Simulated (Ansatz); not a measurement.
Cu: a prediction, then the measurements

Computed with DFT PBE, scalar-relativistic, plane waves, PAW in Ansatz 0.2.0.

Plane waves to 420 eV, a k mesh through Γ of 26×26×26 on the computed 1-atom cell and Gaussian smearing (0.10 eV); no spin polarisation.

Relaxed structure:

```xyz
1
Lattice="0.0000 1.8149 1.8149 1.8149 0.0000 1.8149 1.8149 1.8149 0.0000" Properties=species:S:1:pos:R:3 pbc="T T T"
Cu    0.0000    0.0000    0.0000
```

```json
{
  "Space group": "Fm-3m (No. 225)",
  "Volume per atom": "11.96 Å³",
  "Energy over the standard state (uncorrected)": "0.000 eV/atom",
  "Kohn–Sham band gap": "none (metal)",
  "Density of states at the Fermi level": "0.3 states/eV per cell",
  "Orbital (Löwdin) character within 0.5 eV of the Fermi level": "Cu 4s 42 %, Cu 3d 36 %, unprojected 23 %",
  "Bader charge by site (e)": "Cu (1 in the cell) 0.00"
}
```

**Against measurements.**

A measured lattice constant a of Cu is 3.615 Å (quoted in “Engineering Surface Oxophilicity of Copper for Electrochemical CO2 Reduction to Ethanol”, 2022, pmc:9839838); the calculated 3.630 Å exceeds it by 0.4 %. The calculation is for 0 K without zero-point motion.

The cell was reached from a generator's guess, though it ends in a space group that the Crystallography Open Database lists for this formula. Löwdin shares on free-atom orbitals overweight diffuse shells.
